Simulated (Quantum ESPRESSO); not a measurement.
# Rh: phonons at K under several settings

```
Rh
1.0
     0.00000    1.89785    1.89785
     1.89785    0.00000    1.89785
     1.89785    1.89785    0.00000
Rh
1
Cartesian
  0.0000 0.0000 0.0000
```

All runs used Quantum ESPRESSO 7.5; k mesh 10 × 10 × 10; relaxed cell; no spin polarisation; cutoff 612 eV; occupations cold, width 0.2 eV.

| level | potentials | volume (Å³/atom) | pressure (GPa) | frequencies (cm⁻¹) |
| --- | --- | --- | --- | --- |
| LDA | GBRV 1.5 LDA | 13.27 | 0.0 | 235 289 291 |
| PBE | GBRV 1.5 PBE | 14.07 | 0.1 | 221 270 271 |
| PBEsol | GBRV 1.5 PBEsol | 13.53 | 0.0 | 232 284 285 |
| RPBE | GBRV 1.5 PBE | 14.31 | 0.1 | 217 263 265 |
| PW91 | GBRV 1.5 PBE | 14.09 | 0.1 | 219 268 268 |
| BLYP | GBRV 1.5 PBE | ? | 0.4 | ? |
| vdW-DF-cx | GBRV 1.5 PBE | 13.61 | 0.0 | 229 282 283 |

Question: What stands in the row left open?

Answer: Volume 14.81 Å³/atom; frequencies 203 246 246 cm⁻¹.

Caveats: the mesh is thin for the phonons of a metal; the q point doesn't lie on the k mesh, which can shift a metal's frequencies strongly unless the mesh is converged; the potentials were made for another functional, which shifts forces and pressure (some runs).

For the row left open. Caveat: the mesh is thin for the phonons of a metal; the potentials were made for another functional, which shifts forces and pressure; the q point doesn't lie on the k mesh, which can shift a metal's frequencies strongly unless the mesh is converged.
